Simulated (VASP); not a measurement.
Set up this calculation in VASP 6.6.1, as the native input.

```yaml
Task: relaxation of the atoms
Functional: PBE
Potentials_or_basis: VASP PAW PBE potentials, release 64 (Hf_pv, Si)
Cutoff: 520 eV
k_mesh: 3 × 2 × 3
Occupations: methfessel-paxton, width 0.1 eV
Spin: no spin polarisation
Further_INCAR_settings: ALGO = Normal; EDIFF = 1e-06; IBRION = 2; EDIFFG = -0.005; NSW = 60
```

The structure of Hf15Si32 (a cell with a defect) lies in POSCAR:

```
Hf15Si32
1.0
    7.3440000000      0.0000000000      0.0000000000
    0.0000000000     14.5700000000      0.0000000000
    0.0000000000      0.0000000000      7.2820000000
Hf Si
15 32
Direct
    0.2500000000      0.6060000000      0.6250000000
    0.5000000000      0.1060000000      0.1250000000
    0.5000000000      0.1060000000      0.6250000000
    0.7500000000      0.6060000000      0.1250000000
    0.7500000000      0.6060000000      0.6250000000
    0.0000000000      0.1060000000      0.1250000000
    0.0000000000      0.1060000000      0.6250000000
    0.2500000000      0.3940000000      0.3750000000
    0.2500000000      0.3940000000      0.8750000000
    0.5000000000      0.8940000000      0.3750000000
    0.5000000000      0.8940000000      0.8750000000
    0.7500000000      0.3940000000      0.3750000000
    0.7500000000      0.3940000000      0.8750000000
    0.0000000000      0.8940000000      0.3750000000
    0.0000000000      0.8940000000      0.8750000000
    0.2500000000      0.9410000000      0.1250000000
    0.2500000000      0.9410000000      0.6250000000
    0.5000000000      0.4410000000      0.1250000000
    0.5000000000      0.4410000000      0.6250000000
    0.7500000000      0.9410000000      0.1250000000
    0.7500000000      0.9410000000      0.6250000000
    0.0000000000      0.4410000000      0.1250000000
    0.0000000000      0.4410000000      0.6250000000
    0.2500000000      0.0590000000      0.3750000000
    0.2500000000      0.0590000000      0.8750000000
    0.5000000000      0.5590000000      0.3750000000
    0.5000000000      0.5590000000      0.8750000000
    0.7500000000      0.0590000000      0.3750000000
    0.7500000000      0.0590000000      0.8750000000
    0.0000000000      0.5590000000      0.3750000000
    0.0000000000      0.5590000000      0.8750000000
    0.2500000000      0.2500000000      0.1250000000
    0.2500000000      0.2500000000      0.6250000000
    0.5000000000      0.7500000000      0.1250000000
    0.5000000000      0.7500000000      0.6250000000
    0.7500000000      0.2500000000      0.1250000000
    0.7500000000      0.2500000000      0.6250000000
    0.0000000000      0.7500000000      0.1250000000
    0.0000000000      0.7500000000      0.6250000000
    0.2500000000      0.7500000000      0.3750000000
    0.2500000000      0.7500000000      0.8750000000
    0.5000000000      0.2500000000      0.3750000000
    0.5000000000      0.2500000000      0.8750000000
    0.7500000000      0.7500000000      0.3750000000
    0.7500000000      0.7500000000      0.8750000000
    0.0000000000      0.2500000000      0.3750000000
    0.0000000000      0.2500000000      0.8750000000
```

One way to write it, as run:

INCAR

```
PREC     = Accurate       # precision mode
ENCUT    = 520            # plane-wave cutoff, eV
EDIFF    = 1E-6           # SCF threshold, eV
ISMEAR   = 1              # smearing method
SIGMA    = 0.1            # smearing width, eV
LREAL    = F              # projectors in reciprocal space
LASPH    = T              # aspherical terms in the spheres
NELM     = 100            # most SCF steps
ALGO     = Normal         # electronic algorithm
ISIF     = 2              # what is computed and relaxed
LWAVE    = F              # write WAVECAR
LCHARG   = F              # write CHGCAR
GGA      = PE             # functional
IBRION   = 2              # ionic algorithm
NSW      = 60             # ionic steps
EDIFFG   = -0.005         # ionic threshold
```

KPOINTS

```
Automatic mesh
0
Gamma
  3 2 3
```

Potentials or basis: VASP PAW PBE potentials, release 64 (Hf_pv, Si).

Launch:

```sh
$ cat potpaw_PBE.64/Hf_pv/POTCAR potpaw_PBE.64/Si/POTCAR > POTCAR
$ mpirun -np 8 vasp_std > vasp.out
```

Results of the run:

```
Energy gained by relaxing    : 19.7 meV/atom
Ionic steps                  : 16
Pressure after relaxing      : 0.0 GPa
Largest force after relaxing : 0.004 eV/Å
Band gap on the k mesh       : none (metal or under the smearing width)
```

It took 61 min on 8 MPI ranks on Intel(R) Xeon(R) Platinum 8488C (Sapphire Rapids) (shared host), peak memory 0.32 GiB a rank.
